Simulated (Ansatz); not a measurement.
## Pt under changes of volume

One of the cells (15.080 Å³/atom); the others are scaled copies at fixed shape and fractional positions:

```
CELL_PARAMETERS angstrom
0.00000 1.96090 1.96090
1.96090 0.00000 1.96090
1.96090 1.96090 0.00000
ATOMIC_POSITIONS crystal
Pt 0.00000 0.00000 0.00000
```

- Program: Ansatz 0.2.0
- Functional: PBE
- Potentials or basis: PseudoDojo standard (PBE files)
- Cutoff: 1143 eV
- Density cutoff: 4572 eV
- k mesh: 12 × 12 × 12
- Occupations: fermi-dirac, width 0.05 eV
- Spin: no spin polarisation

```tsv
volume (Å³/atom)	energy over the lowest point (meV/atom)	pressure (GPa)
14.175	126.97	31.4
14.477	75.83	23.2
14.778	39.11	16.0
15.080	?	?
15.381	2.58	4.0
15.683	0.00	-1.0
15.985	6.27	-5.4
```

Q: What does the run at 15.080 Å³/atom give?

A: Energy over the lowest point 15.18 meV/atom; pressure 9.6 GPa.

Worked out: A Birch-Murnaghan fit of order 3 (a polynomial in V^(-2/3)) to the other rows has its minimum at 15.61 Å³/atom with B0 = V·E''(V) = 251 GPa and B' = 5.3. It gives 15.18 meV/atom at 15.080 Å³/atom, against the run's 15.18, and -dE/dV = 9.6 GPa, against 9.6.

Energies are extrapolated to zero smearing.
